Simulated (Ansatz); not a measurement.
## What a trial cell of Zr3S relaxes into

Theory: Ansatz 0.2.0, DFT PBE, scalar-relativistic, plane waves, PAW. Cutoff 420 eV, Γ-centred k mesh, Gaussian smearing, no spin polarisation in the final step.

Zr3S was placed on the Cu3Au (L1_2) structure type (Pm-3m, No. 221), with S in place of Au, Zr in place of Cu, at a guessed volume.

```xyz
4
Lattice="4.0856 0.0000 0.0000 0.0000 4.0856 0.0000 0.0000 0.0000 4.0856" Properties=species:S:1:pos:R:3 pbc="T T T"
Zr    0.0000    2.0428    2.0428
Zr    2.0428    0.0000    2.0428
Zr    2.0428    2.0428    0.0000
S     0.0000    0.0000    0.0000
```

Cell and atoms relax at zero pressure; the relaxation can't lower the symmetry of the start. After a coarse first stage the cell is made exact in the group found at 0.06 Å.

The zero of energy is the elements' standard structures at the same level; no fitted shifts are applied.

(1) Which crystal results?

(2) What are its volume, energy, density and gap?

Results:

(1) It keeps Pm-3m (No. 221). The result has the Cu3Au (L1_2) structure. Conventional cell: a = 4.257 Å. Zr has 4 S at 3.01 Å and 8 Zr at 3.01 Å; S is coordinated by 12 Zr at 3.01 Å.

```xyz
4
Lattice="4.2573 0.0000 0.0000 0.0000 4.2573 0.0000 0.0000 0.0000 4.2573" Properties=species:S:1:pos:R:3 pbc="T T T"
Zr    0.0000    2.1287    2.1287
Zr    2.1287    0.0000    2.1287
Zr    2.1287    2.1287    0.0000
S     0.0000    0.0000    0.0000
```

(2) The volume per atom is 19.29 Å³, the density is 6.58 g/cm³ and the energy over the elements is -0.23 eV/atom. The gap on the 12×12×12 mesh is 0 eV (a metal).

The final run used a 12×12×12 mesh on its 4-atom cell and 0.10 eV smearing. The k mesh leaves about 4 meV/atom of noise in metals. A structure relaxed within its symmetry needn't be a true minimum. The steps took about 70 core-seconds in all.

Cost: 3 runs of about 1.2 core-minutes in all, on Intel Xeon Platinum 8259CL (Skylake/Cascade Lake) (shared hosts).